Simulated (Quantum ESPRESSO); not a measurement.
# Zr in Quantum ESPRESSO: further runs, part 4 of 4

Quantum ESPRESSO 7.5. The steps go on from the part before.

### Step 6. Work function, PBE

Input file pw.in:

```
&CONTROL
  calculation = 'scf'
  prefix = 'pwscf'
  outdir = './tmp'
  pseudo_dir = './pseudo'
  tprnfor = .true.
  disk_io = 'low'
/
&SYSTEM
  ibrav = 0
  celldm(1) = 8
  nat = 5
  ntyp = 1
  ecutwfc = 53
  nbnd = 40
  occupations = 'smearing'
  smearing = 'fd'
  degauss = 0.00367493
/
&ELECTRONS
  conv_thr = 5d-09
  electron_maxstep = 150
  mixing_beta = 0.3
  mixing_mode = 'local-TF'
/
ATOMIC_SPECIES
Zr    91.2240 Zr.upf
CELL_PARAMETERS alat
  0.7533042611825  -0.0000000000000   0.0000000000000
 -0.0000000000000   0.7533042611825   0.0000000000000
  0.0000000000000   0.0000000000000   5.6739026891889
ATOMIC_POSITIONS crystal
Zr     0.5000000000    0.5000000000    0.3122398002
Zr     0.0000000000    0.0000000000    0.4061199001
Zr     0.5000000000    0.5000000000    0.5000000000
Zr     0.0000000000    0.0000000000    0.5938800999
Zr     0.5000000000    0.5000000000    0.6877601998
K_POINTS automatic
8 8 1 0 0 0
```

Input file pp_density.in:

```
&INPUTPP
  prefix = 'pwscf'
  outdir = './tmp'
  filplot = 'density.dat'
  plot_num = 0
/
&PLOT
  nfile = 1
  filepp(1) = 'density.dat'
  iflag = 3
  output_format = 6
  fileout = 'density.cube'
/
```

Input file pp_potential.in:

```
&INPUTPP
  prefix = 'pwscf'
  outdir = './tmp'
  filplot = 'potential.dat'
  plot_num = 11
/
&PLOT
  nfile = 1
  filepp(1) = 'potential.dat'
  iflag = 3
  output_format = 6
  fileout = 'potential.cube'
/
```

Input file pp_elf.in:

```
&INPUTPP
  prefix = 'pwscf'
  outdir = './tmp'
  filplot = 'elf.dat'
  plot_num = 8
/
&PLOT
  nfile = 1
  filepp(1) = 'elf.dat'
  iflag = 3
  output_format = 6
  fileout = 'elf.cube'
/
```

Potentials or basis: PseudoDojo 0.4.1 SR PBE standard.

The run is started by

```bash
> OMP_NUM_THREADS=1 mpirun -n 2 pw.x -nk 2 -in pw.in > pw.out
> OMP_NUM_THREADS=1 mpirun -n 1 pp.x -in pp_density.in > pp_density.out
> OMP_NUM_THREADS=1 mpirun -n 1 pp.x -in pp_potential.in > pp_potential.out
> OMP_NUM_THREADS=1 mpirun -n 1 pp.x -in pp_elf.in > pp_elf.out
```

pw.out:

```text
This program is part of the open-source Quantum ESPRESSO suite
     for quantum simulation of materials; please cite
[... 6 lines left out ...]
     using ibrav=0 with symmetry is DISCOURAGED, use correct ibrav instead

     K-points division:     npool     =       2
     Subspace diagonalization in iterative solution of the eigenvalue problem:
     a serial algorithm will be used

     G-vector sticks info
     --------------------
     sticks:   dense  smooth     PW     G-vecs:    dense   smooth      PW
     Sum         609     609    185                85803    85803   14387

     Using Slab Decomposition

     bravais-lattice index     =            0
     lattice parameter (alat)  =       8.0000  a.u.
     unit-cell volume          =    1648.5142 (a.u.)^3
     number of atoms/cell      =            5
     number of atomic types    =            1
     number of electrons       =        60.00
     number of Kohn-Sham states=           40
     kinetic-energy cutoff     =      53.0000  Ry
     charge density cutoff     =     212.0000  Ry
     scf convergence threshold =      5.0E-09
     mixing beta               =       0.3000
     number of iterations used =            8  local-TF  mixing
     Exchange-correlation= PBE
                           (   1   4   3   4   0   0   0)

     celldm(1)=   8.000000  celldm(2)=   0.000000  celldm(3)=   0.000000
     celldm(4)=   0.000000  celldm(5)=   0.000000  celldm(6)=   0.000000

     crystal axes: (cart. coord. in units of alat)
               a(1) = (   0.753304  -0.000000   0.000000 )
               a(2) = (  -0.000000   0.753304   0.000000 )
               a(3) = (   0.000000   0.000000   5.673903 )

     reciprocal axes: (cart. coord. in units 2 pi/alat)
               b(1) = (  1.327485  0.000000 -0.000000 )
               b(2) = (  0.000000  1.327485 -0.000000 )
               b(3) = ( -0.000000 -0.000000  0.176246 )

     PseudoPot. # 1 for Zr read from file:
     Zr.upf
     Pseudo is Norm-conserving + core correction, Zval = 12.0
[... 21 lines left out ...]
         5        Zr     tau(   5) = (   0.3766521   0.3766521   3.9022844  )

     number of k points=    15  Fermi-Dirac smearing, width (Ry)=  0.0037
                       cart. coord. in units 2pi/alat
        k(    1) = (   0.0000000   0.0000000   0.0000000), wk =   0.0312500
        k(    2) = (   0.0000000   0.1659356   0.0000000), wk =   0.1250000
        k(    3) = (   0.0000000   0.3318712   0.0000000), wk =   0.1250000
        k(    4) = (   0.0000000   0.4978068   0.0000000), wk =   0.1250000
        k(    5) = (   0.0000000  -0.6637424   0.0000000), wk =   0.0625000
        k(    6) = (   0.1659356   0.1659356   0.0000000), wk =   0.1250000
        k(    7) = (   0.1659356   0.3318712   0.0000000), wk =   0.2500000
        k(    8) = (   0.1659356   0.4978068   0.0000000), wk =   0.2500000
        k(    9) = (   0.1659356  -0.6637424   0.0000000), wk =   0.1250000
        k(   10) = (   0.3318712   0.3318712   0.0000000), wk =   0.1250000
        k(   11) = (   0.3318712   0.4978068   0.0000000), wk =   0.2500000
        k(   12) = (   0.3318712  -0.6637424   0.0000000), wk =   0.1250000
        k(   13) = (   0.4978068   0.4978068   0.0000000), wk =   0.1250000
        k(   14) = (   0.4978068  -0.6637424   0.0000000), wk =   0.1250000
        k(   15) = (  -0.6637424  -0.6637424   0.0000000), wk =   0.0312500

     Dense  grid:    85803 G-vectors     FFT dimensions: (  27,  27, 216)

     Initial potential from superposition of free atoms

     starting charge      59.9882, renormalised to      60.0000

     negative rho (up, down):  1.638E-04 0.000E+00
     Starting wfcs are   50 randomized atomic wfcs

     Self-consistent Calculation

     iteration #  1     ecut=    53.00 Ry     beta= 0.30
     Davidson diagonalization with overlap
     ethr =  1.00E-02,  avg # of iterations =  2.8

     total energy              =    -506.16956528 Ry
     estimated scf accuracy    <       4.80335032 Ry
[... 192 lines left out ...]
     iteration # 27     ecut=    53.00 Ry     beta= 0.30
     Davidson diagonalization with overlap
     ethr =  1.01E-11,  avg # of iterations =  4.1

     End of self-consistent calculation

          k = 0.0000 0.0000 0.0000 ( 10601 PWs)   bands (ev):

   -44.2104 -44.2102 -43.8528 -43.7876 -43.7127 -22.4362 -22.4077 -22.0948
   -21.9358 -21.9358 -21.9337 -21.9337 -21.7590 -21.6724 -21.6724 -21.5475
   -21.5475 -21.4788 -21.4260 -21.4260  -0.4435   0.4047   1.3753   1.9036
     1.9786   2.7299   3.1744   3.8336   4.6873   4.7990   4.8899   5.4701
     5.9759   5.9759   6.4029   6.5252   6.5252   6.7360   7.2804   7.3986
[... 99 lines left out ...]
   -44.1154 -44.1154 -43.7010 -43.7008 -43.6859 -22.4305 -22.4258 -22.3793
   -22.3659 -22.2288 -22.2251 -22.1956 -22.1182 -22.0086 -21.9303 -21.8134
   -21.7831 -21.7225 -21.7057 -21.6814   2.2392   2.2514   2.8203   2.8397
     3.0468   3.0707   3.3193   3.5077   3.6657   4.2425   4.7980   5.6877
     5.7578   7.0007   7.0442   7.4575   7.4977   7.6171   7.7774   7.9223

          k =-0.6637-0.6637 0.0000 ( 10772 PWs)   bands (ev):

   -44.1084 -44.1084 -43.6938 -43.6936 -43.6786 -22.4361 -22.4361 -22.4221
   -22.4221 -22.2022 -22.2018 -22.1910 -22.1910 -21.9873 -21.9873 -21.8061
   -21.8061 -21.7393 -21.7328 -21.7237   2.0371   2.0460   2.6616   2.7104
     2.8188   2.8188   3.0843   3.5286   3.5286   4.5940   4.5940   6.0214
     6.0214   7.0630   7.6787   7.8812   7.8812   7.9735   8.5616   8.5616

     the Fermi energy is     4.7748 ev

!    total energy              =    -506.05026141 Ry
     estimated scf accuracy    <          8.9E-10 Ry
     smearing contrib. (-TS)   =      -0.00569295 Ry
     internal energy E=F+TS    =    -506.04456846 Ry

     The total energy is F=E-TS. E is the sum of the following terms:
     one-electron contribution =   -2795.10676921 Ry
     hartree contribution      =    1400.91504292 Ry
     xc contribution           =     -99.92600301 Ry
     ewald contribution        =     988.07316083 Ry

     convergence has been achieved in  27 iterations

     Forces acting on atoms (cartesian axes, Ry/au):

     atom    1 type  1   force =     0.00000000    0.00000000    0.02256652
     atom    2 type  1   force =     0.00000000    0.00000000   -0.02953401
     atom    3 type  1   force =     0.00000000    0.00000000    0.00000000
     atom    4 type  1   force =     0.00000000    0.00000000    0.02953401
     atom    5 type  1   force =     0.00000000    0.00000000   -0.02256652

     Total force =     0.052564     Total SCF correction =     0.000047

=------------------------------------------------------------------------------=
   JOB DONE.
=------------------------------------------------------------------------------=
```

pp_potential.out:

```text
This program is part of the open-source Quantum ESPRESSO suite
     for quantum simulation of materials; please cite
         "P. Giannozzi et al., J. Phys.:Condens. Matter 21 395502 (2009);
         "P. Giannozzi et al., J. Phys.:Condens. Matter 29 465901 (2017);
         "P. Giannozzi et al., J. Chem. Phys. 152 154105 (2020);
     in publications or presentations arising from this work. More details at

     IMPORTANT: XC functional enforced from input :
     Exchange-correlation= PBE
                           (   1   4   3   4   0   0   0)
     Any further DFT definition will be discarded
     Please, verify this is what you really want

     G-vector sticks info
     --------------------
     sticks:   dense  smooth     PW     G-vecs:    dense   smooth      PW
     Sum         609     609    185                85803    85803   14387

     Using Slab Decomposition

     Calling punch_plot, plot_num =  11
     Writing data to file  potential.dat
     Reading data from file  potential.dat

     Writing data to be plotted to file potential.cube
     Plot Type: 3D                     Output format: Gaussian cube

=------------------------------------------------------------------------------=
   JOB DONE.
=------------------------------------------------------------------------------=
```

Run time: 91 s. Hardware: 2 MPI ranks of Intel Xeon 6975P-C (Granite Rapids), shared host; peak memory 0.4 GiB.

The run converged, but some of its settings lie outside the range that counts as converged, so its numbers aren't taken as properties of the slab.

Results:

- Free energy: -6885.1646 eV
- Largest force: 0.759 eV/Å
- Band gap on the k mesh: none (metal or under the smearing width)
- Work function of the upper face: 3.86 eV
- Work function of the lower face: 3.86 eV

### Step 7. Work function, PBE

Edit pw.in of step 6 so:

```diff
@@ -13,3 +13,3 @@
   ntyp = 1
-  ecutwfc = 53
+  ecutwfc = 66
   nbnd = 40
```

pp_density.in is that of step 6.

pp_potential.in is that of step 6.

pp_elf.in is that of step 6.

Potentials or basis: PseudoDojo 0.4.1 SR PBE standard.

The run is started by

```bash
> OMP_NUM_THREADS=1 mpirun -n 2 pw.x -nk 2 -in pw.in > pw.out
> OMP_NUM_THREADS=1 mpirun -n 1 pp.x -in pp_density.in > pp_density.out
> OMP_NUM_THREADS=1 mpirun -n 1 pp.x -in pp_potential.in > pp_potential.out
> OMP_NUM_THREADS=1 mpirun -n 1 pp.x -in pp_elf.in > pp_elf.out
```

pw.out:

```text
This program is part of the open-source Quantum ESPRESSO suite
     for quantum simulation of materials; please cite
[... 6 lines left out ...]
     using ibrav=0 with symmetry is DISCOURAGED, use correct ibrav instead

     K-points division:     npool     =       2
     Subspace diagonalization in iterative solution of the eigenvalue problem:
     a serial algorithm will be used

     G-vector sticks info
     --------------------
     sticks:   dense  smooth     PW     G-vecs:    dense   smooth      PW
     Sum         761     761    225               119435   119435   19345

     Using Slab Decomposition

     bravais-lattice index     =            0
     lattice parameter (alat)  =       8.0000  a.u.
     unit-cell volume          =    1648.5142 (a.u.)^3
     number of atoms/cell      =            5
     number of atomic types    =            1
[... 392 lines left out ...]
     3.0467   3.0707   3.3192   3.5076   3.6656   4.2423   4.7977   5.6872
     5.7572   7.0004   7.0442   7.4568   7.4971   7.6173   7.7764   7.9226

          k =-0.6637-0.6637 0.0000 ( 14968 PWs)   bands (ev):

   -44.1047 -44.1047 -43.6901 -43.6898 -43.6747 -22.4366 -22.4366 -22.4226
   -22.4226 -22.2026 -22.2025 -22.1913 -22.1913 -21.9876 -21.9876 -21.8067
   -21.8067 -21.7394 -21.7330 -21.7243   2.0371   2.0460   2.6614   2.7103
     2.8189   2.8189   3.0841   3.5286   3.5286   4.5937   4.5937   6.0207
     6.0207   7.0633   7.6790   7.8804   7.8804   7.9739   8.5596   8.5596

     the Fermi energy is     4.7746 ev

!    total energy              =    -506.05885904 Ry
     estimated scf accuracy    <          2.0E-09 Ry
     smearing contrib. (-TS)   =      -0.00569426 Ry
     internal energy E=F+TS    =    -506.05316478 Ry

     The total energy is F=E-TS. E is the sum of the following terms:
     one-electron contribution =   -2795.12485487 Ry
     hartree contribution      =    1400.92594604 Ry
     xc contribution           =     -99.92741680 Ry
     ewald contribution        =     988.07316084 Ry

     convergence has been achieved in  27 iterations

     Forces acting on atoms (cartesian axes, Ry/au):

     atom    1 type  1   force =     0.00000000    0.00000000    0.02258666
     atom    2 type  1   force =     0.00000000    0.00000000   -0.02953690
     atom    3 type  1   force =     0.00000000    0.00000000    0.00000000
     atom    4 type  1   force =     0.00000000    0.00000000    0.02953690
     atom    5 type  1   force =     0.00000000    0.00000000   -0.02258666

     Total force =     0.052585     Total SCF correction =     0.000209

=------------------------------------------------------------------------------=
   JOB DONE.
=------------------------------------------------------------------------------=
```

pp_potential.out:

```text
This program is part of the open-source Quantum ESPRESSO suite
     for quantum simulation of materials; please cite
         "P. Giannozzi et al., J. Phys.:Condens. Matter 21 395502 (2009);
         "P. Giannozzi et al., J. Phys.:Condens. Matter 29 465901 (2017);
         "P. Giannozzi et al., J. Chem. Phys. 152 154105 (2020);
     in publications or presentations arising from this work. More details at

     IMPORTANT: XC functional enforced from input :
     Exchange-correlation= PBE
                           (   1   4   3   4   0   0   0)
     Any further DFT definition will be discarded
     Please, verify this is what you really want

     G-vector sticks info
     --------------------
     sticks:   dense  smooth     PW     G-vecs:    dense   smooth      PW
     Sum         761     761    225               119435   119435   19345

     Using Slab Decomposition

     Calling punch_plot, plot_num =  11
     Writing data to file  potential.dat
     Reading data from file  potential.dat

     Writing data to be plotted to file potential.cube
     Plot Type: 3D                     Output format: Gaussian cube

=------------------------------------------------------------------------------=
   JOB DONE.
=------------------------------------------------------------------------------=
```

It took 2.6 min on 2 MPI ranks of Intel Xeon 6975P-C (Granite Rapids), shared host; peak memory 0.56 GiB.

Results:

```yaml
Free_energy: -6885.2815 eV
Largest_force: 0.759 eV/Å
Band_gap_on_the_k_mesh: none (metal or under the smearing width)
Work_function_of_the_upper_face: 3.86 eV
Work_function_of_the_lower_face: 3.86 eV
```

Forces on the atoms (eV/Å):
```
Zr   0.000  0.000  0.581
Zr   0.000  0.000 -0.759
Zr   0.000  0.000  0.000
Zr   0.000  0.000  0.759
Zr   0.000  0.000 -0.581
```
